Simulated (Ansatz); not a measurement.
## Every step of a relaxation of CoSi2 (MoSi2 type)

DFT, PBE, PAW with Ansatz's default frozen-core files, scalar-relativistic (Ansatz 0.2.0); a Γ-centred 14×14×14 k mesh, Fermi–Dirac smearing of 0.05 eV, no spin polarisation. The run relaxes shape and atoms at held volume.

Command: `ansatz run input.yaml --threads 1 --pin off --max-ram 3072MiB --backend cpu --events-out ev --progress --plain --runs-dir out` It took 23 s on 1 thread of Intel(R) Xeon(R) Platinum 8488C (Sapphire Rapids), with other jobs on the host, peak memory 0.47 GiB.

PAW: frozen-core files, cutoff 420 eV; forces are relaxed below 0.005 eV/Å.

Each step lists its free energy a cell above the last geometry, the pressure, the cell vectors (Å), and Cartesian positions (Å) with forces (eV/Å).

The first step:

```
step 1  dF = 12.83 meV  P = 30.3 GPa
  cell -1.5344 1.5344 3.3738  1.5344 -1.5344 3.3738  1.5344 1.5344 -3.3738
  Co 0.0000 0.0000 0.0000   0.0000 0.0000 0.0000
  Si 0.0000 0.0000 2.2577   0.0000 0.0000 -0.0231
  Si 0.0000 0.0000 -2.2577   0.0000 0.0000 0.0231
```

Spin polarisation is left out, though a magnetic state may lie lower.

**Question.** Where does the relaxation end, and by which steps?

**Answer.** After 4 geometries, with conventional a, b, c = 3.046, 3.046, 6.848 Å, at 10.590 Å³/atom and 29.2 GPa in space group I4/mmm, with a shortest distance of 2.260 Å. The further steps:
```
step 2  dF = 4.34 meV  P = 29.8 GPa
  cell -1.5297 1.5297 3.3945  1.5297 -1.5297 3.3945  1.5297 1.5297 -3.3945
  Co 0.0000 0.0000 0.0000   0.0000 0.0000 0.0000
  Si 0.0000 0.0000 2.2714   0.0000 0.0000 0.0328
  Si 0.0000 0.0000 -2.2714   0.0000 0.0000 -0.0328
step 3  dF = 0.03 meV  P = 29.2 GPa
  cell -1.5236 1.5236 3.4216  1.5236 -1.5236 3.4216  1.5236 1.5236 -3.4216
  Co 0.0000 0.0000 0.0000   0.0000 0.0000 0.0000
  Si 0.0000 0.0000 2.2923   0.0000 0.0000 0.0004
  Si 0.0000 0.0000 -2.2923   0.0000 0.0000 -0.0004
step 4  dF = 0.00 meV  P = 29.2 GPa
  cell -1.5231 1.5231 3.4240  1.5231 -1.5231 3.4240  1.5231 1.5231 -3.4240
  Co 0.0000 0.0000 0.0000   0.0000 0.0000 0.0000
  Si 0.0000 0.0000 2.2940   0.0000 0.0000 0.0000
  Si 0.0000 0.0000 -2.2940   0.0000 0.0000 0.0000
step 5  dF = -0.05 meV  P = 29.2 GPa  (same geometry on a basis chosen anew; earlier energies don't compare to the last digit)
  cell -1.5231 1.5231 3.4240  1.5231 -1.5231 3.4240  1.5231 1.5231 -3.4240
  Co 0.0000 0.0000 0.0000   0.0000 0.0000 0.0000
  Si 0.0000 0.0000 2.2940   0.0000 0.0000 0.0000
  Si 0.0000 0.0000 -2.2940   0.0000 0.0000 0.0000
```
